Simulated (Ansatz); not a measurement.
# Si: the cost of one run

Method: DFT PBE, scalar-relativistic, plane waves, PAW, in Ansatz 0.2.0.

### Step 1. The system as given

Symmetry: P6_3/mmc, No. 194, hexagonal system. The conventional cell has a = 3.851 Å, b = 3.851 Å, c = 6.365 Å, α = 90.00°, β = 90.00°, γ = 120.00°. Si (site symmetry 3m) has 4 Si at 2.36 to 2.38 Å as nearest neighbours.

As a file:

```cif
data_structure
_symmetry_space_group_name_H-M 'P 1'
_symmetry_Int_Tables_number 1
_cell_length_a 3.8513
_cell_length_b 3.8513
_cell_length_c 6.3650
_cell_angle_alpha 90.000
_cell_angle_beta 90.000
_cell_angle_gamma 120.000
_cell_volume 81.76
loop_
_atom_site_label
_atom_site_type_symbol
_atom_site_fract_x
_atom_site_fract_y
_atom_site_fract_z
_atom_site_occupancy
Si1 Si 0.33333 0.66667 0.06293 1
Si2 Si 0.66667 0.33333 0.56293 1
Si3 Si 0.33333 0.66667 0.43707 1
Si4 Si 0.66667 0.33333 0.93707 1
```

It goes back to an entry of the Materials Project, which need not be the stable form.

It is the result of an earlier relaxation at this level (volume 20.44 Å³/atom; gap on the mesh: 0.45 eV).

### Step 2. The (001) slab

Miller indices refer to the conventional cell of the relaxed bulk, P6_3/mmc (No. 194): a = 3.851 Å, b = 3.851 Å, c = 6.365 Å, α = 90.00°, β = 90.00°, γ = 120.00°.

The slab is a (001) slab, 10.3 Å thick as cut, with 15 Å of vacuum; its outer planes are Si (top) and Si (bottom).

The slab as cut. Layers, bottom to top:

```csv
plane,atoms per cell,height over the lowest (Å)
1,Si,0.00
2,Si,0.80
3,Si,3.18
4,Si,3.98
5,Si,6.37
6,Si,7.17
7,Si,9.55
8,Si,10.35
```

### Step 3. The slab as cut, atoms at the bulk's places

The cell repeats along c, and a dipole correction in the vacuum removes the field between the copies.

Contents of input.yaml:

```yaml
crystal:
  lattice:
    - [3.8512806415, 0.0, 0.0]
    - [-1.9256403208, 3.3353068727, 0.0]
    - [0.0, 0.0, 25.3486477651]
  atoms:
    - { symbol: Si, position: [0.6666666667, 0.3333333333, 0.2958737708] }
    - { symbol: Si, position: [0.3333333333, 0.6666666667, 0.3274775758] }
    - { symbol: Si, position: [0.3333333333, 0.6666666667, 0.421423322] }
    - { symbol: Si, position: [0.6666666667, 0.3333333333, 0.4530271269] }
    - { symbol: Si, position: [0.6666666667, 0.3333333333, 0.5469728731] }
    - { symbol: Si, position: [0.3333333333, 0.6666666667, 0.578576678] }
    - { symbol: Si, position: [0.3333333333, 0.6666666667, 0.6725224242] }
    - { symbol: Si, position: [0.6666666667, 0.3333333333, 0.7041262292] }
basis:
  ecutwfc: 420
kpoints:
  mp_grid: { grid: [9, 9, 1] }
hamiltonian:
  xc: pbe
scf:
  occupations: { method: gaussian, width: 0.05 }
output:
  forces: true
  stress: true
  eigenvalues: true
  write_density: true
  write_potential: true
  elf: true
  volumetric_format: npy
efield:
  axis: 3
  dipole_correction: true
  ramp_width: 0.04
```

Run with:

```
$ ansatz run input.yaml --threads 1 --pin off --max-ram 2560MiB --backend cpu --events-out ev --progress --plain --runs-dir out
```

What time and memory should one allow on 1 thread of Intel Xeon Platinum 8488C (Sapphire Rapids), shared host?

About 10 s, with a peak of 0.48 GiB.
